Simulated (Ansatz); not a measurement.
# TaN: the cost of one run

Computed with Ansatz 0.2.0 (DFT LDA+U (U_eff = 1 eV on Ta d), plane waves, PAW, no spin–orbit coupling unless a run says so, unless a step's input says otherwise).

## 1. The starting structure

Symmetry: P-6m2, No. 187, hexagonal system. Conventional cell: a = 2.938 Å, b = 2.938 Å, c = 2.883 Å, α = 90.00°, β = 90.00°, γ = 120.00°. Ta (site symmetry -6m2) has 6 N at 2.23 Å as nearest neighbours. Around N (site symmetry -6m2) lie 6 Ta at 2.23 Å.

Structure file:

```cif
data_structure
_symmetry_space_group_name_H-M 'P-6m2'
_symmetry_Int_Tables_number 187
_cell_length_a 2.9380
_cell_length_b 2.9380
_cell_length_c 2.8830
_cell_angle_alpha 90.000
_cell_angle_beta 90.000
_cell_angle_gamma 120.000
_cell_volume 21.55
loop_
_atom_site_label
_atom_site_type_symbol
_atom_site_symmetry_multiplicity
_atom_site_Wyckoff_symbol
_atom_site_fract_x
_atom_site_fract_y
_atom_site_fract_z
_atom_site_occupancy
Ta1 Ta 1 d 0.33333 0.66667 0.50000 1
N1 N 1 a 0.00000 0.00000 0.00000 1
```

An earlier series on this cell reached its lowest free state from «ferromagnetic start, free, natural orbitals of the symmetric run filled by rank», perhaps among other starts (it ended without moments).

## 2. Total moment locked, 2.00 μB per cell

File input.yaml:

```yaml
crystal:
  lattice:
    - [2.93800111, 0.0, 0.0]
    - [-2.9380011, 5.0887672, 0.0]
    - [0.0, 0.0, 2.88300221]
  atoms:
    - { symbol: Ta, position: [0.3333333333, 0.3333333334, 0.5], spin: 1.0 }
    - { symbol: "N", position: [0.0, 0.0, 0.0] }
    - { symbol: Ta, position: [0.3333333333, 0.8333333333, 0.5], spin: 1.0 }
    - { symbol: "N", position: [0.0, 0.5, 0.0] }
basis:
  ecutwfc: 420
  ecutrho_ratio: 4
kpoints:
  mp_grid: { grid: [7, 7, 7] }
hamiltonian:
  xc: lda
  hubbard:
    sites: [{ site: 0, l: d, u_eff: 1.0 }, { site: 2, l: d, u_eff: 1.0 }]
scf:
  occupations: { method: gaussian, width: 0.05 }
  lower_state_search: "off"
  max_iter: 150
output:
  forces: true
  stress: true
  eigenvalues: true
  populations: true
  hubbard: { sites: [{ site: 0, l: d }, { site: 2, l: d }] }
magnetization:
  spin_polarized: true
  initial_magnetization: 2.0
  spin_locking: { lock_magnetization: hard }
```

The lock stays on to the end, so the result is a constrained state.

Command:

```bash
$ ansatz run input.yaml --threads 2 --pin off --max-ram 3072MiB --backend cpu --events-out ev --progress --plain --runs-dir out
```

Q: Estimate wall time and peak memory on 2 threads of Arm Neoverse V2, shared host.

About 8.3 s, with a peak of 0.45 GiB.
